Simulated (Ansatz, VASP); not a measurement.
# Ni: VASP beside Ansatz

INCAR

```
SYSTEM = Ni
ALGO = Normal
EDIFF = 1E-6
ENCUT = 520
GGA = PS
ISIF = 2
ISMEAR = -1
ISPIN = 2
LASPH = .True.
LCHARG = .True.
LELF = .True.
LMAXMIX = 4
LORBIT = 11
LREAL = .False.
LVHAR = .True.
LWAVE = .False.
MAGMOM = 1 1
NBANDS = 21
NELM = 150
PREC = Accurate
SIGMA = 0.05
```

Contents of KPOINTS:

```
k-points
0
Gamma
  15 11 15
  0 0 0
```

Contents of POSCAR:

```
Ni
1.0
   -1.7312125197      1.7312125197      0.0000000000
    0.0000000000      0.0000000000      3.4624250394
    1.7312125197      1.7312125197      0.0000000000
Ni
2
Direct
    0.0000000000      0.0000000000      0.0000000000
    0.5000000000      0.5000000000      0.5000000000
```

Input for Ansatz:

```yaml
crystal:
  lattice:
    - [-1.7312125197, 1.7312125197, 0.0]
    - [0.0, 0.0, 3.4624250394]
    - [1.7312125197, 1.7312125197, 0.0]
  atoms:
    - { symbol: Ni, position: [0.0, 0.0, 0.0], spin: 1.0 }
    - { symbol: Ni, position: [0.5, 0.5, 0.5], spin: 1.0 }
magnetization:
  spin_polarized: true
kpoints:
  mp_grid: { grid: [15, 11, 15] }
scf:
  occupations: { method: fermi_dirac, width: 0.05 }
hamiltonian:
  xc: pbesol
  pseudopotentials: { kind: paw }
output:
  forces: true
  stress: true
  eigenvalues: true
  write_density: true
  write_potential: true
  elf: true
  volumetric_format: npy
```

Alike in both runs: task single point; functional PBEsol; k mesh 15 × 11 × 15; occupations fermi-dirac, width 0.05 eV; collinear spin.

|  | VASP | Ansatz |
| --- | --- | --- |
| version | VASP 6.6.1 | Ansatz 0.2.0 |
| potentials or method | VASP PAW PBE potentials, release 64 (Ni) | PAW with Ansatz's default frozen-core files, scalar-relativistic |
| plane-wave cutoff (eV) | 520 | 420 |
| valence electrons in the cell | 20 | 36 |

```csv
,VASP,Ansatz,Ansatz less VASP
pressure (GPa),0.1,0.2,+0.13
largest component of the traceless stress (GPa),0.08,0.04,-0.045
net moment per atom (μB),0.62,0.63,+0.008
size of the moment on the site where the two differ most (μB),0.63,0.66,+0.038
```

Site moments also hang on the region over which each program counts them. The two sets of potentials don't hold the same shells in valence.

Caveats: the PAW data sets were made with another functional, which shifts forces and pressure a little (VASP).
